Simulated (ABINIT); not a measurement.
# PtSe2 (Sudovikovite) (P-3m1) in ABINIT: further runs

One crystal, PtSe2 (Sudovikovite), is run at these levels: SOGGA, BLYP; tasks: band structure.

Program: ABINIT 10.8.3 (patched build). These are calculated values, not measurements. Logs are shortened: lines on timing, memory, paths and dates and some standing lists are left out, and cuts for length are marked. The log counts tension as positive stress, the text compression.

### Step 1. Starting point

Symmetry: P-3m1, No. 164, trigonal system. Conventional cell: a = 3.724 Å, b = 3.724 Å, c = 5.062 Å, α = 90.00°, β = 90.00°, γ = 120.00°. Pt (site symmetry -3m) is surrounded by 6 Se at 2.49 Å. Around Se (site symmetry 3m) lie 3 Pt at 2.49 Å.

### Step 2. Band structure, SOGGA

Input file run.abi:

```
ndtset 2

pp_dirpath "./"
pseudos "Pt.GGA_PBE-JTH.xml, Se.GGA_PBE-JTH.xml"

acell 7.0373400881 7.0373400881 9.5657936429
rprim
     1.0000000000     0.0000000000     0.0000000000
    -0.5000000000     0.8660254038     0.0000000000
     0.0000000000     0.0000000000     1.0000000000
ntypat 2
znucl 78 34
natom 3
typat 1 2 2
xred
     0.0000000000     0.0000000000     0.0000000000
     0.6666666667     0.3333333333     0.7500000000
     0.3333333333     0.6666666667     0.2500000000

ecut 544.227725 eV
pawecutdg 40.0

ixc -150130

occopt 3
tsmear 0.00183747

nstep 100

iomode 3
prtwf 0
prteig 0
prtebands 0
enunit 1
prtden1 1

kptopt1 1
ngkpt1 8 8 5
nshiftk1 1
shiftk1 0.0 0.0 0.0
nband1 15
tolvrs1 1.0e-9

iscf2 -2
getden2 1
nband2 19
nbdbuf2 2
tolwfr2 1.0e-12
kptopt2 -7
ndivsm2 5
prteig2 1
prtvol2 -3
kptbounds2
     0.0000000000     0.0000000000     0.0000000000
     0.5000000000     0.0000000000     0.0000000000
     0.3333333333     0.3333333333     0.0000000000
     0.0000000000     0.0000000000     0.0000000000
     0.0000000000     0.0000000000     0.5000000000
     0.5000000000     0.0000000000     0.5000000000
     0.3333333333     0.3333333333     0.5000000000
     0.0000000000     0.0000000000     0.5000000000
```

Potentials or basis: JTH PAW PBE v2.0.

Run with:

```
> abinit run.abi > log 2>&1
```

run.abo:

```text
.Version 10.8.3 of ABINIT
 DATASET    1 : space group P-3 m 1 (#164); Bravais hP (primitive hexag.)
================================================================================
 Values of the parameters that define the memory need for DATASET  1.
     intxc =       0    ionmov =       0      iscf =      17    lmnmax =      18
     lnmax =       6     mgfft =      40  mpssoang =       3    mqgrid =    3001
     natom =       3  nloc_mem =       2    nspden =       1   nspinor =       1
    nsppol =       1      nsym =      12    n1xccc =       1    ntypat =       2
    occopt =       3   xclevel =       2
       mpw =        1781          nfft =       36000          nkpt =          40
 PAW method is used; the additional fine FFT grid is defined by:
   mgfftf=        60    nfftf =    121500
================================================================================
================================================================================

 DATASET    2 : space group P-3 m 1 (#164); Bravais hP (primitive hexag.)
================================================================================
 Values of the parameters that define the memory need for DATASET  2.
     intxc =       0    ionmov =       0      iscf =      -2    lmnmax =      18
     lnmax =       6     mgfft =      40  mpssoang =       3    mqgrid =    3001
     natom =       3  nloc_mem =       2    nspden =       1   nspinor =       1
    nsppol =       1      nsym =      12    n1xccc =       1    ntypat =       2
    occopt =       3   xclevel =       2
       mpw =        1783          nfft =       36000          nkpt =          55
 PAW method is used; the additional fine FFT grid is defined by:
   mgfftf=        60    nfftf =    121500
================================================================================
================================================================================

--------------------------------------------------------------------------------
------------- Echo of variables that govern the present computation ------------
--------------------------------------------------------------------------------
 -outvars: echo values of preprocessed input variables --------
            acell      7.0373400881E+00  7.0373400881E+00  9.5657936429E+00 Bohr
              amu      1.95080000E+02  7.89600000E+01
             ecut      2.00000000E+01 Hartree
           enunit           1
           getden1          0
           getden2          1
             iscf1         17
             iscf2         -2
              ixc     -150130
           jdtset        1    2
           kptopt1          1
           kptopt2         -7
         kptrlatt        8    0    0      0    8    0      0    0    5
          kptrlen1     4.78289682E+01
          kptrlen2     3.00000000E+01
            natom           3
            nband1         15
[... 764 lines left out ...]

================================================================================

 ----iterations are completed or convergence reached----

 Mean square residual over all n,k,spin=   69.221E-14; max=  99.959E-14
 reduced coordinates (array xred) for    3 atoms
       0.000000000000      0.000000000000      0.000000000000
       0.666666666667      0.333333333333      0.750000000000
       0.333333333333      0.666666666667      0.250000000000

 cartesian coordinates (angstrom) at end:
    1      0.00000000000000     0.00000000000000     0.00000000000000
    2      1.86199999873511     1.07502620052012     3.79649999744201
    3     -0.00000000000000     2.15005240104023     1.26549999914734
 length scales=  7.037340088100  7.037340088100  9.565793642900 bohr
              =  3.723999997470  3.723999997470  5.061999996589 angstroms
 Eigenvalues (   eV  ) for nkpt=  55  k points:
 kpt#   1, nband= 19, wtk=  1.00000, kpt=  0.0000  0.0000  0.0000 (reduced coord)
 -12.04170   -9.17208   -3.55574   -2.81405   -2.81405   -0.32827   -0.32827    1.12710
   2.65974    2.65974    4.14713    5.15913    5.15913    7.13647    7.77700   10.94160
  10.94160   15.42540   16.12417
 kpt#   2, nband= 19, wtk=  1.00000, kpt=  0.0556  0.0000  0.0000 (reduced coord)
 -12.00640   -9.18802   -3.51391   -2.79077   -2.78996   -0.37379   -0.35420    1.05778
   2.51100    2.62785    4.05735    5.04748    5.16531    7.43989    7.99861   10.78580
  11.06343   14.86672   15.26525
 kpt#   3, nband= 19, wtk=  1.00000, kpt=  0.1111  0.0000  0.0000 (reduced coord)
 -11.90198   -9.23422   -3.39096   -2.72347   -2.71824   -0.52610   -0.42283    0.84483
   2.20157    2.52199    3.73351    4.96197    5.19949    8.04200    8.57366   10.49376
  11.40001   13.69503   14.43445
 kpt#   4, nband= 19, wtk=  1.00000, kpt=  0.1667  0.0000  0.0000 (reduced coord)
 -11.73312   -9.30629   -3.19631   -2.61931   -2.59942   -0.83191   -0.51001    0.54661
   1.92460    2.32712    3.22944    5.00055    5.28731    8.50996    9.19143   10.55127
  11.84608   12.72960   13.67954
 kpt#   5, nband= 19, wtk=  1.00000, kpt=  0.2222  0.0000  0.0000 (reduced coord)
[... 189 lines left out ...]
   1.53724    2.45542    3.23047    4.23094    5.17549    9.07858    9.44048   11.17207
  11.24643   12.03059   13.51915
 kpt#  53, nband= 19, wtk=  1.00000, kpt=  0.0667  0.0667  0.5000 (reduced coord)
 -11.32011  -10.26719   -2.92025   -2.67741   -1.71076   -0.56802   -0.53039    0.91963
   1.15746    2.34086    3.13655    4.97489    5.54222    9.06338    9.32521   10.85608
  11.08994   11.71075   13.54968
 kpt#  54, nband= 19, wtk=  1.00000, kpt=  0.0333  0.0333  0.5000 (reduced coord)
 -11.42778  -10.28537   -2.80948   -2.74057   -1.75038   -0.41781   -0.40004    0.84891
   1.46454    2.25833    2.71167    5.68054    5.88717    8.62226    9.70308   10.55238
  10.59867   12.18232   13.47015
 kpt#  55, nband= 19, wtk=  1.00000, kpt=  0.0000  0.0000  0.5000 (reduced coord)
 -11.46446  -10.29170   -2.76333   -2.76333   -1.76813   -0.36144   -0.36144    0.73083
   1.98881    2.22747    2.22747    6.01707    6.01707    8.37720    9.95218   10.40368
  10.40368   12.58565   13.17965

== END DATASET(S) ==============================================================
================================================================================

 -outvars: echo values of variables after computation  --------
            acell      7.0373400881E+00  7.0373400881E+00  9.5657936429E+00 Bohr
           etotal1    -4.6192276184E+01
            fcart1    -0.0000000000E+00  2.3563439973E-28 -0.0000000000E+00
                      -1.5304903213E-28 -2.9454299966E-29 -6.9894479640E-03
                       1.5304903213E-28 -2.0618009976E-28  6.9894479640E-03
            rprim      1.0000000000E+00  0.0000000000E+00  0.0000000000E+00
                      -5.0000000000E-01  8.6602540380E-01  0.0000000000E+00
                       0.0000000000E+00  0.0000000000E+00  1.0000000000E+00
           strten1    -5.6863901868E-05 -5.6863902309E-05 -3.8749315400E-06
                       0.0000000000E+00  0.0000000000E+00  0.0000000000E+00
           xangst      0.0000000000E+00  0.0000000000E+00  0.0000000000E+00
                       1.8619999987E+00  1.0750262005E+00  3.7964999974E+00
                      -4.6057765785E-16  2.1500524010E+00  1.2654999991E+00
             xred      0.0000000000E+00  0.0000000000E+00  0.0000000000E+00
                       6.6666666667E-01  3.3333333333E-01  7.5000000000E-01
                       3.3333333333E-01  6.6666666667E-01  2.5000000000E-01
 Calculation completed.
```

Wall time 2.1 min (1 thread of Arm Neoverse V1, shared host); peak memory 0.15 GiB.

Results:

| Property | Result |
| --- | --- |
| Free energy | -1256.9559 eV |
| Pressure | 1.2 GPa |
| Largest force | 0.359 eV/Å |
| Band gap on the k mesh | none (metal or under the smearing width) |

Forces in eV/Å, atoms in the order of the input:
```
Pt   0.000  0.000  0.000
Se   0.000  0.000 -0.359
Se   0.000  0.000  0.359
```

Stress tensor (GPa, compression positive):
```
1.67 0.00 0.00
0.00 1.67 0.00
0.00 0.00 0.11
```

Levels at the corners of the path, in eV from the Fermi level:
```
point  band 9  band 10  band 11  band 12  band 13  band 14
    Γ   -1.08    -1.08     0.41     1.42     1.42     3.40
    M   -3.53    -3.45    -3.02     0.60     2.33     4.67
    K   -2.74    -1.88    -1.88    -0.05    -0.05     3.95
    Γ   -1.08    -1.08     0.41     1.42     1.42     3.40
    A   -1.75    -1.51    -1.51     2.28     2.28     4.64
    L   -3.26    -2.91    -1.42     0.94     1.48     4.47
    H   -3.70    -2.54    -2.54     1.98     1.98     6.53
    A   -1.75    -1.51    -1.51     2.28     2.28     4.64
```

Caveat: the PAW data sets were made with another functional, which shifts forces and pressure a little; spin-orbit coupling is left out, which moves the levels of the heavy elements; the atomic spheres overlap.

(Part 1 of 2 ends here.)
